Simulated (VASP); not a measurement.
Here is a VASP 6.6.1 calculation.

File run.py:

```python
from ase.calculators.vasp import Vasp
from ase.dft.bandgap import bandgap
from ase.io import read

atoms = read('POSCAR')
atoms.set_initial_magnetic_moments([3.0])
calc = Vasp(
    directory='calc',
    xc='pbesol',
    pp='PBE',
    setups={'base': 'minimal'},
    prec='Accurate',
    encut=520,
    ediff=1e-06,
    ismear=0,
    sigma=0.02,
    lreal=False,
    lasph=True,
    nelm=120,
    algo='Normal',
    isif=2,
    lwave=False,
    lcharg=False,
    ispin=2,
    lorbit=11,
    lmaxmix=6,
    kpts=[9, 9, 9],
    gamma=True,
    nbands=21,
)
atoms.calc = calc

print('energy (eV):', atoms.get_potential_energy())
print('free energy (eV):', atoms.get_potential_energy(force_consistent=True))
print('forces (eV/A):')
print(atoms.get_forces())
print('stress (eV/A^3, Voigt):', atoms.get_stress())
print('Fermi level (eV):', calc.get_fermi_level())
print('moment (muB):', atoms.get_magnetic_moment())
print('site moments (muB):', atoms.get_magnetic_moments())
gap, top, bottom = bandgap(calc)
print('band gap (eV):', gap, 'from (spin, k, band)', top, 'to', bottom)
```

Contents of POSCAR:

```
Er
1.0
   -1.9779384575      1.9779384575      1.9779384575
    1.9779384575     -1.9779384575      1.9779384575
    1.9779384575      1.9779384575     -1.9779384575
Er
1
Direct
    0.0000000000      0.0000000000      0.0000000000
```

Potentials or basis: VASP PAW PBE potentials, release 64 (Er).

Run with:

```bash
$ python run.py
```

**Question.** Estimate the net moment.

**Answer.** 2.23 μB per cell.

**Question.** What does it give for the site moments?

**Answer.** Er +2.35 μB.

**Question.** Predict the pressure.

**Answer.** 0.0 GPa.

**Question.** Predict the band gap on the k mesh.

**Answer.** None (metal or under the smearing width).

Caveat: the magnetic or orbital state may not be the lowest; the PAW data sets were made with another functional, which shifts forces and pressure a little; spin-orbit coupling is left out, which moves the levels of the heavy elements. The state reached can hang on the start; a lower one may exist.
